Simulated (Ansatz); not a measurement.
# GaP (ordered beta-tin type): the cost of one run

Computed with Ansatz 0.2.0 (DFT PBE, scalar-relativistic, plane waves, PAW, unless a step's input says otherwise).

**1. The system as given**

The structure is tetragonal, space group I-4m2 (No. 119). The conventional cell has a = 4.750 Å, b = 4.750 Å, c = 2.550 Å, α = 90.00°, β = 90.00°, γ = 90.00°. Around Ga (site symmetry -4m2) lie 4 P at 2.46 Å and 2 Ga at 2.55 Å. P (site symmetry -4m2) is surrounded by 4 Ga at 2.46 Å and 2 P at 2.55 Å.

Structure file:

```xyz
2
Lattice="-2.3750 2.3750 1.2750 2.3750 -2.3750 1.2750 2.3750 2.3750 -1.2750" Properties=species:S:1:pos:R:3 pbc="T T T"
Ga    0.0000    0.0000    0.0000
P     0.0000    2.3750    0.6375
```

**2. Cell and atoms relaxed at 30.7 GPa**

Contents of input.yaml:

```yaml
crystal:
  lattice:
    - [-2.375, 2.375, 1.275]
    - [2.375, -2.375, 1.275]
    - [2.375, 2.375, -1.275]
  atoms:
    - { symbol: Ga, position: [0.0, 0.0, 0.0] }
    - { symbol: P, position: [0.75, 0.25, 0.5] }
scf:
  occupations: { method: gaussian, width: 0.1 }
output:
  forces: true
  stress: true
  eigenvalues: true
  write_density: true
  write_potential: true
  elf: true
  volumetric_format: npy
hamiltonian:
  xc: pbe
basis:
  ecutwfc: 500
kpoints:
  mp_grid: { grid: [16, 16, 16] }
relax:
  f_tol: 0.005
  max_steps: 60
  cell: { stress_tol: 0.05, p_target: 30.7 }
```

Command:

```
$ ansatz run input.yaml --threads 4 --pin off --max-ram 10240MiB --backend cpu --events-out ev --progress --plain --runs-dir out
```

**Question.** How long does this run take on 4 threads of Intel Xeon 6975P-C (Granite Rapids), shared host, and how much memory does it need?

About 27 s, with a peak of 0.62 GiB.
